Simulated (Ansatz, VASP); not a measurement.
**BaZrO3 in VASP and in Ansatz**

```
Ba Zr O
1.0
     4.19134    0.00000    0.00000
     0.00000    4.19134    0.00000
     0.00000    0.00000    4.19134
Ba Zr O
1 1 3
Direct
  0.00000 0.00000 0.00000
  0.50000 0.50000 0.50000
  0.00000 0.50000 0.50000
  0.50000 0.00000 0.50000
  0.50000 0.50000 0.00000
```

Alike in both runs: functional PBE; k mesh 5 × 5 × 5; occupations fermi-dirac, width 0.02 eV; no spin polarisation.

Ansatz relaxed the structure, and its values are those at the end. VASP's run is a single point on that final structure, the one shown.

|  | VASP | Ansatz |
| --- | --- | --- |
| version | VASP 6.6.1 | Ansatz 0.2.0 |
| potentials or method | VASP PAW PBE potentials, release 64 (Ba_sv, Zr_sv, O) | plane-wave PAW, scalar-relativistic |
| plane-wave cutoff (eV) | 520 | 420 |
| valence electrons in the cell | 40 | 40 |

Ansatz gave:

* gap on the k mesh at the Fermi level (eV): 3.35
* pressure (GPa): 4.1

Q: Which values does VASP return?

A: gap on the k mesh at the Fermi level (eV): 3.29; pressure (GPa): 5.1.

With one functional, cell and mesh, what is left measures potentials, basis and numerics. Ansatz warned: «gradients_without_spin_orbit».

Caveats: spin-orbit coupling is left out, which moves the levels of the heavy elements; an odd mesh through Γ misses points on the zone boundary, where band edges often lie. A hybrid or GW would open this gap; PBE tends to underestimate it.
